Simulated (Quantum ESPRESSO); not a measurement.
The system is NaI.

```
CELL_PARAMETERS angstrom
0.00000 3.23640 3.23640
3.23640 0.00000 3.23640
3.23640 3.23640 0.00000
ATOMIC_POSITIONS crystal
I 0.50000 0.50000 0.50000
Na 0.00000 0.00000 0.00000
```

```yaml
Program: Quantum ESPRESSO 7.5
Task: phonons
Functional: revPBE
Potentials_or_basis: PseudoDojo 0.4.1 SR PBE standard
Cutoff: 1197 eV
Density_cutoff: 4789 eV
k_mesh: 4 × 4 × 4, shifted
Occupations: fermi-dirac, width 0.05 eV
Spin: no spin polarisation
Mixing_beta: 0.5
Most_SCF_iterations: 120
SCF_threshold: 4e-10 Ry
```

The cell and the atoms were relaxed first, to 37.22 Å³/atom (a = 4.722 Å, b = 4.722 Å, c = 4.722 Å, α = 60.00°, β = 60.00°, γ = 60.00°), and the response was taken there.

The first run showed a gap, so the response started from a second, tighter run with fixed occupations.

Problem. How polar is the lattice: what are the Born charges, the two dielectric constants and the LO-TO splitting?

Solution. Born charges ±1.23 e; dielectric constants 3.14 (electrons alone) and 7.77 (static); transverse and longitudinal modes at 105 and 166 cm⁻¹.

Caveat: the potentials were made for another functional, which shifts forces and pressure; before the sum rule the acoustic modes lie tens of cm⁻¹ from zero, a sign that the density grid also shifts the optical modes.
